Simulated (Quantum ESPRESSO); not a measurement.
## Na in Quantum ESPRESSO: the effect of functional

Crystal: Na.

```
Na
1.0
    -2.14100    2.14100    2.14100
     2.14100   -2.14100    2.14100
     2.14100    2.14100   -2.14100
Na
1
Direct
  0.00000 0.00000 0.00000
```

Alike in all runs:

```yaml
Program: Quantum ESPRESSO 7.5
Task: phonon dispersion
Cutoff: 612 eV
Density_cutoff: 4898 eV
k_mesh: 10 × 10 × 10
Occupations: cold, width 0.2 eV
Spin: no spin polarisation
```

Each run relaxes the cell or the atoms first.

| functional | potentials or basis | relaxed volume (Å³/atom) | highest phonon frequency (cm⁻¹) |
| --- | --- | --- | --- |
| LDA | GBRV 1.5 LDA | 33.22 | 136 |
| PBE | GBRV 1.5 PBE | ? | ? |
| PBEsol | GBRV 1.5 PBEsol | 36.21 | 130 |

Q: What does the run with functional PBE give?

A: Relaxed volume 36.91 Å³/atom; highest phonon frequency 128 cm⁻¹.

Caveats: the volume moved by over 15 % at a fixed basis, so the end points are rough (some runs).
